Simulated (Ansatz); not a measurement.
A trial structure of ZnS was built thus: 4-connected net, two elements alternating (I-43m, No. 217). The dimensions are guesses.

```
Zn S
1.0
    -3.47717    3.47717    3.47717
     3.47717   -3.47717    3.47717
     3.47717    3.47717   -3.47717
Zn S
4 4
Direct
  0.31720 0.31720 0.31720
  0.00000 0.00000 0.68280
  0.00000 0.68280 0.00000
  0.68280 0.00000 0.00000
  0.68280 0.68280 0.68280
  0.00000 0.00000 0.31720
  0.00000 0.31720 0.00000
  0.31720 0.00000 0.00000
```

Level of theory: DFT PBE, scalar-relativistic, plane waves, PAW (Ansatz 0.2.0). Cutoff 420 eV, Gaussian smearing, Γ-centred meshes. Cell and atoms relax first on a coarse mesh and then on a converged one. In between, the cell is made exact in the group found at 0.06 Å. The steps can't lower the symmetry of their start. No spin polarisation.

A guess keeps its type if space group and coordination stay and the shape of the cell changes little (axis ratios within about 15 %, angles within 6°); the volume may change.

**Question.** Will the relaxed cell still be of the starting type?

**Answer.** It keeps its type. The symmetry stays I-43m (No. 217). The volume per atom grows by 22.0 %, from 21.0 to 25.6 Å³. The shortest distance goes from 2.20 Å (Zn–S) to 2.27 Å (Zn–S). Counting neighbours within 15 % of an atom's shortest distance, the start has S 4, Zn 4 and the end S 4, Zn 4.

Energies over the elements count from the elements' standard structures at the same level, with no fitted energy shifts.

**Question.** At what energy does it end?

**Answer.** −0.675 eV/atom. It lies below the elements, which doesn't yet make it stable against other compounds or structures.

The last run used a 6×6×6 mesh for its 8-atom cell and Gaussian smearing of 0.02 eV. The reference form of S is held partly by dispersion forces, which this level lacks. A structure relaxed within its symmetry needn't be a true minimum.
